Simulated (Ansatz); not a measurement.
AlSb:
```xyz
2
Lattice="0.0000 3.0786 3.0786 3.0786 0.0000 3.0786 3.0786 3.0786 0.0000" Properties=species:S:1:pos:R:3 pbc="T T T"
Sb     4.6178     4.6178     4.6178
Al     0.0000     0.0000     0.0000
```

x, y and z are the axes in which the lattice vectors are written.

Q: Give the proper piezoelectric stress tensor with relaxed ions from plane-wave PAW PBEsol (Ansatz code).

A: In C/m², rows x, y, z, Voigt columns; mesh uncertainty up to 0.01.
```
0.00  0.00  0.00  0.09  0.00  0.00
0.00  0.00  0.00  0.00  0.09  0.00
0.00  0.00  0.00  0.00  0.00  0.09
```

The elastic tensor of the same run (GPa):

```
80.8  40.4  40.4   0.0   0.0   0.0
40.4  80.8  40.4   0.0   0.0   0.0
40.4  40.4  80.8   0.0   0.0   0.0
 0.0   0.0   0.0  37.1   0.0   0.0
 0.0   0.0   0.0   0.0  37.1   0.0
 0.0   0.0   0.0   0.0   0.0  37.1
```

Q: Convert to strain constants d = e·S.

A: In pC/N:
```
0.0  0.0  0.0  2.6  0.0  0.0
0.0  0.0  0.0  0.0  2.6  0.0
0.0  0.0  0.0  0.0  0.0  2.6
```

Space group F-43m (zinc blende). The PBEsol relaxation kept the symmetry of its start. Spin–orbit coupling is left out wherever it is not named.

Potentials: the later of the program's two PAW sets.
